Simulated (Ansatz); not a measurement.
# Density of states of CuO

```
CELL_PARAMETERS angstrom
2.34185 -1.71130 0.00000
2.34185 1.71130 0.00000
-0.85003 0.00000 5.05787
ATOMIC_POSITIONS crystal
Cu 0.00000 0.50000 0.00000
Cu 0.50000 0.00000 0.50000
O 0.58160 0.41840 0.25000
O 0.41840 0.58160 0.75000
```

The geometry is COD entry 9014580, unchecked; take it as a test cell.

Without spin polarisation or U, such a compound can come out metallic where the real one is a magnetic insulator.

Method: Ansatz 0.2.0, DFT, PBE, all-electron LAPW, scalar-relativistic.

Numerical set-up: a Γ-centred 15×15×8 k mesh, Fermi–Dirac smearing of 0.05 eV, basis error target 1 meV/atom, no spin polarisation.

States per eV and cell, averaged over 0.4 eV, from -8.2 to 6.8 eV, with energies (bin centres) from the Fermi level; empty bins are left out. The partial columns, the largest 4 alone, are projections on Löwdin-orthogonalised atomic shells (those that the program's projection atoms carry: the occupied ones and, for some elements, an empty d or f shell; other empty shells have no column), summed over atoms of an element. Weights on diffuse s and p shells depend on that basis and aren't pure angular character.

```json
{"E (eV)": "-8.1", "total": "0.10", "Cu 3d": "0.02", "O 2p": "0.07", "Cu 4s": "0.02", "O 2s": "0.00"}
{"E (eV)": "-7.7", "total": "0.35", "Cu 3d": "0.06", "O 2p": "0.23", "Cu 4s": "0.05", "O 2s": "0.00"}
{"E (eV)": "-7.3", "total": "1.68", "Cu 3d": "0.31", "O 2p": "1.13", "Cu 4s": "0.22", "O 2s": "0.01"}
{"E (eV)": "-6.9", "total": "2.78", "Cu 3d": "0.55", "O 2p": "1.88", "Cu 4s": "0.29", "O 2s": "0.03"}
{"E (eV)": "-6.5", "total": "2.73", "Cu 3d": "0.54", "O 2p": "1.91", "Cu 4s": "0.22", "O 2s": "0.03"}
{"E (eV)": "-6.1", "total": "2.57", "Cu 3d": "0.62", "O 2p": "1.74", "Cu 4s": "0.13", "O 2s": "0.03"}
{"E (eV)": "-5.7", "total": "4.79", "Cu 3d": "1.65", "O 2p": "2.99", "Cu 4s": "0.08", "O 2s": "0.02"}
{"E (eV)": "-5.3", "total": "5.27", "Cu 3d": "2.07", "O 2p": "3.07", "Cu 4s": "0.06", "O 2s": "0.02"}
{"E (eV)": "-4.9", "total": "2.47", "Cu 3d": "0.73", "O 2p": "1.65", "Cu 4s": "0.04", "O 2s": "0.02"}
{"E (eV)": "-4.5", "total": "2.96", "Cu 3d": "0.93", "O 2p": "1.94", "Cu 4s": "0.03", "O 2s": "0.03"}
{"E (eV)": "-4.1", "total": "2.81", "Cu 3d": "1.00", "O 2p": "1.73", "Cu 4s": "0.04", "O 2s": "0.02"}
{"E (eV)": "-3.7", "total": "1.34", "Cu 3d": "0.50", "O 2p": "0.80", "Cu 4s": "0.02", "O 2s": "0.00"}
{"E (eV)": "-3.3", "total": "0.19", "Cu 3d": "0.09", "O 2p": "0.09", "Cu 4s": "0.00", "O 2s": "0.00"}
{"E (eV)": "-2.9", "total": "4.39", "Cu 3d": "4.03", "O 2p": "0.25", "Cu 4s": "0.08", "O 2s": "0.01"}
{"E (eV)": "-2.5", "total": "12.45", "Cu 3d": "11.80", "O 2p": "0.49", "Cu 4s": "0.08", "O 2s": "0.05"}
{"E (eV)": "-2.1", "total": "11.41", "Cu 3d": "10.03", "O 2p": "1.12", "Cu 4s": "0.16", "O 2s": "0.05"}
{"E (eV)": "-1.7", "total": "9.17", "Cu 3d": "6.89", "O 2p": "1.86", "Cu 4s": "0.29", "O 2s": "0.05"}
{"E (eV)": "-1.3", "total": "2.60", "Cu 3d": "1.91", "O 2p": "0.55", "Cu 4s": "0.09", "O 2s": "0.03"}
{"E (eV)": "-0.9", "total": "1.20", "Cu 3d": "0.79", "O 2p": "0.31", "Cu 4s": "0.03", "O 2s": "0.05"}
{"E (eV)": "-0.5", "total": "2.16", "Cu 3d": "1.30", "O 2p": "0.70", "Cu 4s": "0.04", "O 2s": "0.08"}
{"E (eV)": "-0.1", "total": "2.16", "Cu 3d": "1.18", "O 2p": "0.86", "Cu 4s": "0.02", "O 2s": "0.06"}
{"E (eV)": "0.3", "total": "2.75", "Cu 3d": "1.37", "O 2p": "1.29", "Cu 4s": "0.01", "O 2s": "0.03"}
{"E (eV)": "0.7", "total": "1.64", "Cu 3d": "0.78", "O 2p": "0.82", "Cu 4s": "0.01", "O 2s": "0.01"}
{"E (eV)": "1.1", "total": "0.05", "Cu 3d": "0.02", "O 2p": "0.03", "Cu 4s": "0.00", "O 2s": "0.00"}
{"E (eV)": "1.9", "total": "0.03", "Cu 3d": "0.00", "O 2p": "0.00", "Cu 4s": "0.01", "O 2s": "0.01"}
{"E (eV)": "2.3", "total": "0.08", "Cu 3d": "0.01", "O 2p": "0.01", "Cu 4s": "0.04", "O 2s": "0.02"}
{"E (eV)": "2.7", "total": "0.12", "Cu 3d": "0.01", "O 2p": "0.02", "Cu 4s": "0.06", "O 2s": "0.03"}
{"E (eV)": "3.1", "total": "0.17", "Cu 3d": "0.02", "O 2p": "0.03", "Cu 4s": "0.08", "O 2s": "0.04"}
{"E (eV)": "3.5", "total": "0.26", "Cu 3d": "0.02", "O 2p": "0.05", "Cu 4s": "0.12", "O 2s": "0.04"}
{"E (eV)": "3.9", "total": "0.42", "Cu 3d": "0.02", "O 2p": "0.07", "Cu 4s": "0.17", "O 2s": "0.05"}
{"E (eV)": "4.3", "total": "0.64", "Cu 3d": "0.03", "O 2p": "0.11", "Cu 4s": "0.27", "O 2s": "0.06"}
{"E (eV)": "4.7", "total": "0.98", "Cu 3d": "0.03", "O 2p": "0.15", "Cu 4s": "0.38", "O 2s": "0.07"}
{"E (eV)": "5.1", "total": "1.79", "Cu 3d": "0.04", "O 2p": "0.20", "Cu 4s": "0.51", "O 2s": "0.06"}
{"E (eV)": "5.5", "total": "1.21", "Cu 3d": "0.03", "O 2p": "0.16", "Cu 4s": "0.43", "O 2s": "0.03"}
{"E (eV)": "5.9", "total": "1.49", "Cu 3d": "0.03", "O 2p": "0.22", "Cu 4s": "0.74", "O 2s": "0.03"}
{"E (eV)": "6.3", "total": "2.10", "Cu 3d": "0.04", "O 2p": "0.30", "Cu 4s": "1.11", "O 2s": "0.03"}
{"E (eV)": "6.7", "total": "0.57", "Cu 3d": "0.01", "O 2p": "0.06", "Cu 4s": "0.27", "O 2s": "0.00"}
```

Task: Where is the centre of the filled Cu 3d states between -14 eV and the top of the filled states?

Result: -2.68 eV from the Fermi level.
